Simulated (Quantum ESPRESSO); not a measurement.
## MoS2: changing the choice of potentials or basis

The cell as given:

Symmetry: P-3m1, No. 164, trigonal system. Conventional cell: a = 3.227 Å, b = 3.227 Å, c = 6.312 Å, α = 90.00°, β = 90.00°, γ = 120.00°. Mo (site symmetry -3m) has 6 S at 2.42 Å as nearest neighbours. S (site symmetry 3m) has 3 Mo at 2.42 Å as nearest neighbours.

Measurements of this composition are mostly on another form, of space group No. 194.

Kept alike: task relaxation of cell and atoms; functional LDA; k mesh 9 × 9 × 4; occupations fermi-dirac, width 0.05 eV; no spin polarisation. Program: Quantum ESPRESSO. Cutoffs run from 612 to 1088 eV. The mesh is that of the run's cell of 3 atoms. No spin-orbit coupling.

| choice of potentials or basis | volume (Å³/atom) | first edge of the run's cell (Å) | third edge of the run's cell (Å) |
| --- | --- | --- | --- |
| GBRV 1.5 LDA | 16.417 | 3.143 | 5.755 |
| PseudoDojo 0.4.1 SR LDA standard | 16.466 | 3.146 | 5.765 |
| PseudoDojo 0.4.1 SR LDA stringent | 16.466 | 3.146 | 5.765 |

The relaxations keep at least the cell's symmetry (P-3m1). For a metal such a mesh leaves the last digits unconverged. Relaxations stop with a little pressure left, so the last digits of a volume or edge aren't settled. Runs of this series that gave no sound value for these columns are left out.

**Question.** What does the choice of potentials or basis change here?

**Answer.** The volume runs from 16.417 (GBRV 1.5 LDA) to 16.466 Å³/atom (PseudoDojo 0.4.1 SR LDA standard; PseudoDojo 0.4.1 SR LDA stringent). The first edge of the run's cell runs from 3.143 (GBRV 1.5 LDA) to 3.146 Å (PseudoDojo 0.4.1 SR LDA standard; PseudoDojo 0.4.1 SR LDA stringent). The third edge of the run's cell runs from 5.755 (GBRV 1.5 LDA) to 5.765 Å (PseudoDojo 0.4.1 SR LDA standard; PseudoDojo 0.4.1 SR LDA stringent).
